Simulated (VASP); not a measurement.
Crystal: Ge.

```
Ge
1.0
     5.93000    0.00000    0.00000
     0.00000    5.93000    0.00000
     0.00000    0.00000    6.98000
Ge
12
Direct
  0.37500 0.16670 0.75000
  0.33330 0.87500 0.50000
  0.62500 0.83330 0.25000
  0.66670 0.12500 0.00000
  0.87500 0.33330 0.50000
  0.83330 0.62500 0.75000
  0.12500 0.66670 0.00000
  0.16670 0.37500 0.25000
  0.57500 0.42500 0.25000
  0.92500 0.92500 0.50000
  0.42500 0.57500 0.75000
  0.07500 0.07500 0.00000
```

This isn't the form of Ge at room conditions, which is diamond.

* Program: VASP 6.6.1
* Task: relaxation of cell and atoms
* Functional: PBEsol
* Potentials or basis: VASP PAW PBE potentials, release 64 (Ge_d)
* Cutoff: 600 eV
* k mesh: 4 × 4 × 4
* Occupations: gaussian, width 0.02 eV
* Spin: no spin polarisation

At the start: pressure 0.5 GPa; volume 20.45 Å³/atom.

Q: How do energy, volume and symmetry change on relaxing?

A: Over 45 steps the energy falls by 17.7 meV/atom; space group P4_32_12 (No. 96, to 0.05 Å).

The path:
| step | energy change (eV) | largest force (eV/Å) | pressure (GPa) | volume (Å³) |
| --- | --- | --- | --- | --- |
| 1 | 0.0000 | 0.9301 | 0.53 | 245.45 |
| 3 | -0.1512 | 0.2242 | -0.38 | 248.26 |
| 5 | -0.1949 | 0.0933 | 0.45 | 245.93 |
| 7 | -0.1990 | 0.0502 | -0.15 | 247.65 |
| 9 | -0.2067 | 0.0385 | -0.14 | 247.01 |
| 11 | -0.2103 | 0.0120 | 0.44 | 243.72 |
| 13 | -0.2120 | 0.0259 | 0.18 | 244.90 |
| 15 | -0.2126 | 0.0039 | 0.09 | 245.19 |
| 17 | -0.2126 | 0.0048 | 0.13 | 245.20 |
| 19 | -0.2126 | 0.0053 | 0.06 | 245.21 |
| 21 | -0.2127 | 0.0048 | -0.16 | 245.43 |
| 23 | -0.2126 | 0.0089 | 0.17 | 245.24 |
| 25 | -0.2126 | 0.0067 | 0.08 | 245.26 |
| 27 | -0.2126 | 0.0062 | -0.01 | 245.26 |
| 29 | -0.2126 | 0.0029 | 0.04 | 245.27 |
| 31 | -0.2126 | 0.0054 | -0.05 | 245.33 |
| 33 | -0.2126 | 0.0053 | -0.04 | 245.29 |
| 35 | -0.2126 | 0.0056 | -0.03 | 245.29 |
| 37 | -0.2126 | 0.0055 | 0.03 | 245.28 |
| 39 | -0.2126 | 0.0052 | 0.02 | 245.28 |
| 41 | -0.2127 | 0.0035 | 0.06 | 245.36 |
| 43 | -0.2126 | 0.0075 | -0.06 | 245.44 |
| 45 | -0.2127 | 0.0025 | 0.00 | 245.47 |

Final structure:
```xyz
12
Lattice="5.9229 0.0000 0.0000 0.0000 5.9229 0.0000 0.0000 0.0000 6.9973" Properties=species:S:1:pos:R:3 pbc="T T T"
Ge    2.1866    1.0113    5.2152
Ge    1.9502    5.1480    3.4659
Ge    3.7364    4.9116    1.7166
Ge    3.9727    0.7749    6.9646
Ge    5.1480    1.9502    3.5314
Ge    4.9116    3.7364    5.2807
Ge    0.7749    3.9727    0.0327
Ge    1.0113    2.1866    1.7821
Ge    3.4853    2.4376    1.7493
Ge    5.3991    5.3991    3.4987
Ge    2.4376    3.4853    5.2480
Ge    0.5239    0.5239    0.0000
```

Caveat: the PAW data sets were made with another functional, which shifts forces and pressure a little.
